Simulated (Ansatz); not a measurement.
# Bi (Im-3m) in Ansatz: further runs

Aim: see how the results for Bi move with the level of theory and the settings. Levels: BPBE, PBE. Tasks: relaxation of cell and atoms, single point.

Program: Ansatz 0.2.0. These are calculated values, not measurements. Logs are shortened: lines on timing, memory, paths and dates and some standing lists are left out, and cuts for length are marked.

### 1 The structure

Symmetry: Im-3m, No. 229, cubic system. The conventional cell has a = 3.963 Å, b = 3.963 Å, c = 3.963 Å, α = 90.00°, β = 90.00°, γ = 90.00°. Bi (site symmetry m-3m) has 8 Bi at 3.43 Å as nearest neighbours.

This isn't the form of Bi at room conditions, which is rhombohedral.

### 2 Relaxation of cell and atoms, BPBE

Contents of input.yaml:

```yaml
crystal:
  lattice:
    - [-1.9814305318, 1.9814305318, 1.9814305318]
    - [1.9814305318, -1.9814305318, 1.9814305318]
    - [1.9814305318, 1.9814305318, -1.9814305318]
  atoms:
    - { symbol: Bi, position: [0.0, 0.0, 0.0] }
hamiltonian:
  xc: { exchange: b88, correlation: pbe }
  pseudopotentials: { kind: paw }
kpoints:
  mp_grid: { grid: [9, 9, 9] }
scf:
  occupations: { method: fermi_dirac, width: 0.05 }
output:
  forces: true
  stress: true
relax:
  f_tol: 0.01
  max_steps: 40
  cell: { stress_tol: 0.05 }
```

Potentials or basis: Ansatz PAW.

Run with:

```console
> ansatz run input.yaml --threads 2 --pin off --max-ram 5120MiB --backend cpu --events-out ev --progress --plain --runs-dir out
```

Standard output:

```text
Warning: RAYON_NUM_THREADS=2 ignored (pool sized by the plan → 2); use --threads N
Engine: ansatz 0.2.0, x86_64-unknown-linux-gnu
Pseudopotentials: kind: paw
Pseudopotential: Bi, paw, valence charge 15, recommended cutoff 420 eV (normal), Bi.paw.azcp
Functional definition: unnamed
  exchange = b88_x
  correlation = pbe_c
Crystal: 1 atoms, lattice volume = 31.117 Å³
Basis set: ecut = 420 eV, 603 PW (Γ), exchange–correlation on 48×48×48 points (8 copies of the dense FFT grid, shifted against one another)
Bands: 12, of which v1, the nominal top of the filled ones, is band 8 counted from 1 (7 counted from 0)
Symmetry: 48 space group operations
Space group: Im-3m (ITA 229), of the structure as read, at distance tolerance 3.1e-5 Å
k-points: 35 of 729
Non-local potential: Bi, projectors of the file, l = 0: 2, l = 1: 2, l = 2: 2, l = 3: 2
PAW form: soft (Blöchl's): semilocal exchange-correlation on the pseudo side does not see the compensation charge
PAW frozen core: Bi, regenerated for the run's functional, and the local potential with it (the file was generated under x = pbe(κ = 0.804, μ = 0.2195149727645171), c = pbe(β = 0.06672455060314922))
PAW one-centre angular grid: Bi, 590 points (default); XC on 64 Gauss nodes
Initial density: superposition of atomic densities (neutral atoms: chi_scale 0, normalization atom), corrected by the library's trained network
Initial wavefunctions: pseudopotential atomic-orbital guess
Functional: x = b88, c = pbe(β = 0.06672455060314922)
SCF iter   1: F=—  HF=-12440.972723 eV  |F-HF|=—  |Δ(HF+E_count)|=         —  Δρ=1.14e-3  dr2=5.44e-4  ethr=1.77e-3  ⟨swp⟩=5.8  Hψ=2470  notcnv=0
preconditioner: auto → Kerker (q_TF=auto, 2.416 Å⁻¹)  [metal: Δε(μ)=0.223 eV  Ē_g=24.172 eV  σ=0.050 eV  W_gap=0.49  n_scr=12 (ndim 8)  ℏωp=25.8 eV  f_vac=0.000  D(μ)=0.53/eV (n_scr^D=0)]
SCF iter   2: F=—  HF=-12440.972120 eV  |F-HF|=—  |Δ(HF+E_count)|=   6.04e-4  Δρ=6.88e-4  dr2=1.55e-4  ethr=3.62e-6  ⟨swp⟩=2.1  Hψ=966  notcnv=0
SCF iter   3: F=—  HF=-12440.972132 eV  |F-HF|=—  |Δ(HF+E_count)|=   1.21e-5  Δρ=3.04e-4  dr2=4.22e-5  ethr=1.04e-6  ⟨swp⟩=1.0  Hψ=406  notcnv=0
SCF iter   4: F=—  HF=-12440.972128 eV  |F-HF|=—  |Δ(HF+E_count)|=   3.75e-6  Δρ=9.56e-5  dr2=1.79e-6  ethr=2.81e-7  ⟨swp⟩=2.0  Hψ=593  notcnv=0
iter 5 did not close the SCF: its close was put off for the readings that it lacked (scf_convergence_deferred on its scf_iter line)
SCF iter   5: F=-12440.972129 eV  HF=-12440.972129 eV  |F-HF|=1.34e-8  |Δ(HF+E_count)|=   5.15e-7  Δρ=8.77e-6  dr2=1.90e-8  ethr=1.19e-8  ⟨swp⟩=2.1  Hψ=603  notcnv=0
SCF iter   6: F=-12440.972129 eV  HF=-12440.972129 eV  |F-HF|=1.11e-10  |Δ(HF+E_count)|=   1.94e-8  Δρ=1.69e-6  dr2=7.18e-10  ethr=1.27e-10  ⟨swp⟩=3.0  Hψ=1625  notcnv=0
SCF 1 converged in 6 iterations: F = -12440.972129 eV  dr2 = 7.18e-10
relax step   1: F+E_penalty+E_count = -12440.97212871 eV  Δ(F+E_penalty+E_count) = +0.000e0 eV  max|allowed force component| = 0.000e0 eV/Å  Δτ_max = 0.0000 Å  P = +0.713 GPa  Ω = 31.117 Å³  (6 SCF iters, dr2 threshold 1.00e-7 eV, accepted)
Crystal: 1 atoms, lattice volume = 31.621 Å³
Basis set: ecut = 420 eV, 627 PW (Γ), exchange–correlation on 48×48×48 points (8 copies of the dense FFT grid, shifted against one another)
Initial density: handed on by an earlier stage of this run
Initial wavefunctions: those handed on with the density
iter 1 solved again at ethr=2.01e-7 eV; its pass at ethr=3.10e-3 eV (dr2=3.01e-5 eV) is discarded
SCF iter   1: F=—  HF=-12440.972865 eV  |F-HF|=—  |Δ(HF+E_count)|=         —  Δρ=1.84e-4  dr2=9.62e-6  ethr=2.01e-7  ⟨swp⟩=3.0  Hψ=3862  notcnv=0
[... 11 lines left out ...]
SCF 3 converged in 3 iterations: F = -12440.972935 eV  dr2 = 1.25e-9
relax step   3: F+E_penalty+E_count = -12440.97293493 eV  Δ(F+E_penalty+E_count) = -7.149e-5 eV  max|allowed force component| = 0.000e0 eV/Å  Δτ_max = 0.0000 Å  P = -0.004 GPa  Ω = 31.524 Å³  energy of the carried Pulay correction = -8.227e-5 eV  (3 SCF iters, dr2 threshold 6.99e-8 eV, accepted)
Initial wavefunctions: pseudopotential atomic-orbital guess (no wavefunctions were taken with the density)
iter 1 solved again at ethr=1.08e-7 eV; its pass at ethr=3.10e-3 eV (dr2=1.62e-5 eV) is discarded
SCF iter   1: F=—  HF=-12440.973008 eV  |F-HF|=—  |Δ(HF+E_count)|=         —  Δρ=6.32e-5  dr2=4.75e-8  ethr=1.08e-7  ⟨swp⟩=3.3  Hψ=3743  notcnv=0
SCF iter   2: F=—  HF=-12440.973018 eV  |F-HF|=—  |Δ(HF+E_count)|=   1.07e-5  Δρ=3.14e-5  dr2=9.81e-9  ethr=3.17e-10  ⟨swp⟩=2.6  Hψ=715  notcnv=0
SCF iter   3: F=—  HF=-12440.973021 eV  |F-HF|=—  |Δ(HF+E_count)|=   2.66e-6  Δρ=3.74e-6  dr2=1.74e-10  ethr=6.54e-11  ⟨swp⟩=1.5  Hψ=480  notcnv=0
SCF iter   4: F=-12440.973021 eV  HF=-12440.973021 eV  |F-HF|=8.55e-11  |Δ(HF+E_count)|=   3.81e-8  Δρ=2.26e-7  dr2=2.60e-12  ethr=1.00e-12  ⟨swp⟩=4.6  Hψ=2056  notcnv=0
SCF 4 converged in 4 iterations: F = -12440.973021 eV  dr2 = 2.60e-12
relax step   4: F+E_penalty+E_count = -12440.97302095 eV  Δ(F+E_penalty+E_count) = -8.602e-5 eV  max|allowed force component| = 0.000e0 eV/Å  Δτ_max = 0.0000 Å  P = -0.006 GPa  Ω = 31.524 Å³  stress off target by 6.22e-3 GPa  SCF on the basis re-selected at this cell (its energy is not comparable with the rows above)  (4 SCF iters)
basis re-selected at this cell: Δ(F+E_penalty+E_count) = -8.602e-5 eV, ΔP = -0.002 GPa vs the last step (what re-selecting the basis moved, of the pressure what is left beyond the Pulay correction that the steps carried, after the strain that the cell walked since its last selection, with what the two solves' SCF thresholds leave and, on support functions, any second-order correction that the steps lacked; it is no measure of the basis error at this ecutwfc). This SCF's stress stands 6.22e-3 GPa from its target on what of the cell is left free (relax.cell.stress_tol is 5.00e-2 GPa) and its largest allowed force component is 0.00e0 eV/Å (relax.f_tol is 1.00e-2 eV/Å): within both
SCF converged after 4 iterations
Free energy (F): -12440.973021 eV
Harris-Foulkes:  -12440.973021 eV  (|F-HF|=8.55e-11)
Internal energy: -12440.968865 eV  (E = F + TS)
E sigma→0 (E₀):  -12440.970943 eV
Entropy (-TS):   -0.004156 eV (-4.156 meV/atom)
Fermi energy:    11.488986 eV
--- Per-component energies (eV) ---
  E_band       = -85.790078
  E_kinetic    = 302.022171
  E_local      = -1409.202059  (includes V_loc(G=0)·N_el)
  E_nonlocal   = 560.159331
  E_hartree    = 446.300758
  E_xc         = -151.879410
  E_vxc        = -144.768726  (∫ρ·V_xc dr)
  E_paw        = -10707.007017  (= ΣΔE_a)
  E_vpaw       = -286.601858  (= ΣTr[D̂ρ^β])
  E_aug_tail   = -0.000454  (compensation charges beyond the density's cutoff)
  E_ewald      = -1481.237432
  E_core_change = -0.124753  (= ΣΔE_core)
  E_smearing   = -0.004156  (= −TS)
  E_closure    = 0.000000  (closes the sum)
  Σ components = -12440.973021   (vs F -12440.973021, Δ=0.00e0)
--- Forces (eV/Å), atoms counted from 1 ---
  atom   1  Bi    -0.00000000     0.00000000     0.00000000
  max |Σ_I F_I| component: 2.18e-31 eV/Å
--- Stress (GPa, compression-positive) ---
       -0.006222      -0.000000      -0.000000
       -0.000000      -0.006222      -0.000000
       -0.000000       0.000000      -0.006222
  P = ⅓ Tr σ = -0.0062 GPa (-0.062 kbar)
--- Relaxed structure (3 steps of the walk, 3 accepted, 1 SCFs on fresh bases) ---
  F+E_penalty+E_count = -12440.97302095 eV   max|allowed force component| = 0.000e0 eV/Å   (the final SCF, on the basis selected at the relaxed cell)
  cell:  # Å, volume = 31.5238 Å³
    - [-1.990029725934787, 1.990029725934787, 1.990029725934787]
    - [1.990029725934787, -1.990029725934787, 1.990029725934787]
    - [1.990029725934787, 1.990029725934787, -1.990029725934787]
  atoms:
    - { symbol: Bi, position: [0.0, 0.0, 0.0] }
```

It took 1.1 s on 2 threads of AMD EPYC 9B14 (Zen 4), shared host; peak memory 0.36 GiB.

Results:

```
Free energy                            : -12440.9730 eV
Relaxed volume                         : 31.52 Å³/atom
Relaxed cell                           : a = 3.447 Å, b = 3.447 Å, c = 3.447 Å, α = 109.47°, β = 109.47°, γ = 109.47°
Space group after relaxing (to 0.05 Å) : Im-3m (No. 229)
Energy gained by relaxing              : 0.9 meV/atom
Ionic steps                            : 4
Pressure after relaxing                : 0.0 GPa
```

The path:
| step | energy change (eV) | largest force (eV/Å) | volume (Å³) |
| --- | --- | --- | --- |
| 1 | 0.0000 | 0.0000 | 31.12 |
| 2 | -0.0007 | 0.0000 | 31.62 |
| 3 | -0.0008 | 0.0000 | 31.52 |
| 4 | -0.0009 | 0.0000 | 31.52 |

Final structure:
```
Bi
1.0
    -1.99003    1.99003    1.99003
     1.99003   -1.99003    1.99003
     1.99003    1.99003   -1.99003
Bi
1
Direct
  0.00000 0.00000 0.00000
```

Caveat: the plane-wave basis is chosen anew once the cell has moved, so the energies of steps on either side of that aren't comparable; spin-orbit coupling is left out, which moves the levels of the heavy elements; the PAW data sets come from PBE, with cores solved anew for the run's functional, which leaves a small shift of forces and pressure.

### 3 Single point, PBE

Changes to input.yaml since step 2:

```diff
@@ -8,3 +8,3 @@
 hamiltonian:
-  xc: { exchange: b88, correlation: pbe }
+  xc: pbe
   pseudopotentials: { kind: paw }
@@ -14,2 +14,4 @@
   occupations: { method: fermi_dirac, width: 0.05 }
+basis:
+  ecutwfc: "250 eV"
 output:
@@ -17,5 +19,2 @@
   stress: true
-relax:
-  f_tol: 0.01
-  max_steps: 40
-  cell: { stress_tol: 0.05 }
+  eigenvalues: true
```

Potentials or basis: Ansatz PAW.

Run with:

```console
> ansatz run input.yaml --threads 2 --pin off --max-ram 5120MiB --backend cpu --events-out ev --progress --plain --runs-dir out
```

Run time: 0.27 s. Hardware: 2 threads of AMD EPYC 9B14 (Zen 4), shared host; peak memory 0.32 GiB.

Results (log left out):

```
Free energy            : -12395.3890 eV
Pressure               : 0.6 GPa
Band gap on the k mesh : none (metal or under the smearing width)
```

Levels at points of the mesh, in eV from the Fermi level:
| k point | band 5 | band 6 | band 7 | band 8 | band 9 | band 10 |
| --- | --- | --- | --- | --- | --- | --- |
| (0.00, 0.00, 0.00) | -23.18 | -13.61 | 5.09 | 5.09 | 5.09 | 9.00 |

Caveat: the pressure holds a Pulay correction of +40.0 GPa for the finite cutoff; spin-orbit coupling is left out, which moves the levels of the heavy elements; the cutoff lies under the one recommended for these potentials.

### 4 Single point, PBE

Changes to input.yaml since step 3:

```diff
@@ -11,7 +11,5 @@
 kpoints:
-  mp_grid: { grid: [9, 9, 9] }
+  mp_grid: { grid: [7, 7, 7] }
 scf:
   occupations: { method: fermi_dirac, width: 0.05 }
-basis:
-  ecutwfc: "250 eV"
 output:
```

Potentials or basis: Ansatz PAW.

Run with:

```console
> ansatz run input.yaml --threads 2 --pin off --max-ram 5120MiB --backend cpu --events-out ev --progress --plain --runs-dir out
```

Standard output:

```text
Warning: RAYON_NUM_THREADS=2 ignored (pool sized by the plan → 2); use --threads N
[... 3 set-up lines as earlier in the session ...]
Functional definition: PBE
  parameter kappa = 0.804
  parameter beta = 0.06672455060314922
  exchange = pbe_x(kappa = kappa, mu = beta*pi^2/3)
  correlation = pbe_c(beta = beta)
Crystal: 1 atoms, lattice volume = 31.117 Å³
Basis set: ecut = 420 eV, 603 PW (Γ), exchange–correlation on 48×48×48 points (8 copies of the dense FFT grid, shifted against one another)
Bands: 12, of which v1, the nominal top of the filled ones, is band 8 counted from 1 (7 counted from 0)
[... 2 set-up lines as earlier in the session ...]
k-points: 20 of 343
[... 2 set-up lines as earlier in the session ...]
[... 22 lines left out ...]
  E_band       = -81.822151
  E_kinetic    = 302.243506
  E_local      = -1399.113893  (includes V_loc(G=0)·N_el)
  E_nonlocal   = 559.840450
  E_hartree    = 442.762542
  E_xc         = -151.592902
  E_vxc        = -144.612636  (∫ρ·V_xc dr)
  E_paw        = -10662.847558  (= ΣΔE_a)
  E_vpaw       = -285.704503  (= ΣTr[D̂ρ^β])
  E_aug_tail   = -0.000435  (compensation charges beyond the density's cutoff)
  E_ewald      = -1487.665842
  E_smearing   = -0.008594  (= −TS)
  E_closure    = 0.000000  (closes the sum)
  Σ components = -12396.382726   (vs F -12396.382726, Δ=0.00e0)
--- Forces (eV/Å), atoms counted from 1 ---
  atom   1  Bi    -0.00000000     0.00000000     0.00000000
  max |Σ_I F_I| component: 2.38e-31 eV/Å
--- Stress (GPa, compression-positive) ---
        1.844411       0.000000      -0.000000
       -0.000000       1.844411      -0.000000
       -0.000000      -0.000000       1.844411
  P = ⅓ Tr σ = 1.8444 GPa (18.444 kbar)
--- Band table (eV; the first three rows and the last of 20) ---
  k-point 0: bands = ["-11.2724", "-11.2724", "-11.2724", "-11.1427", "-11.1427", "-1.7526", "16.8811", "16.8811", "16.8811", "20.9058", "22.2126", "22.2126"]
  k-point 1: bands = ["-11.2799", "-11.2601", "-11.2333", "-11.1510", "-11.1442", "-1.3822", "13.9884", "15.9050", "16.5529", "20.0861", "20.9986", "21.9307"]
  k-point 2: bands = ["-11.2966", "-11.2433", "-11.1602", "-11.1474", "-11.1441", "-0.3260", "10.0624", "14.3811", "15.8228", "18.5326", "19.9179", "22.5336"]
  k-point 19: bands = ["-11.2751", "-11.2680", "-11.0920", "-11.0920", "-11.0894", "3.0850", "9.7092", "10.1803", "10.1803", "15.4310", "16.4037", "26.6178"]
```

Wall time 0.29 s (2 threads of AMD EPYC 9B14 (Zen 4), shared host); peak memory 0.34 GiB.

Results:

```yaml
Free_energy: -12396.3827 eV
Pressure: 1.8 GPa
Band_gap_on_the_k_mesh: none (metal or under the smearing width)
```

Caveat: spin-orbit coupling is left out, which moves the levels of the heavy elements.

### 5 Summary

```tsv
task	level	cell	k mesh	cutoff (eV)	gap on the mesh (eV)	pressure (GPa)
relaxation of cell and atoms	BPBE	relaxed	9 × 9 × 9	420	-	0.0
single point	PBE	as given	9 × 9 × 9	250	none	0.6
single point	PBE	as given	7 × 7 × 7	420	none	1.8
```

Alike in all rows: potentials or basis Ansatz PAW; no spin polarisation; smearing fermi-dirac 0.05 eV.

Caveats: spin-orbit coupling is left out, which moves the levels of the heavy elements; the plane-wave basis is chosen anew once the cell has moved, so the energies of steps on either side of that aren't comparable (some runs); the PAW data sets come from PBE, with cores solved anew for the run's functional, which leaves a small shift of forces and pressure (some runs); the pressure holds a Pulay correction of +40.0 GPa for the finite cutoff (some runs); the cutoff lies under the one recommended for these potentials (some runs).

Total energies depend on the potentials used, so only differences within one code and one set of settings carry meaning.
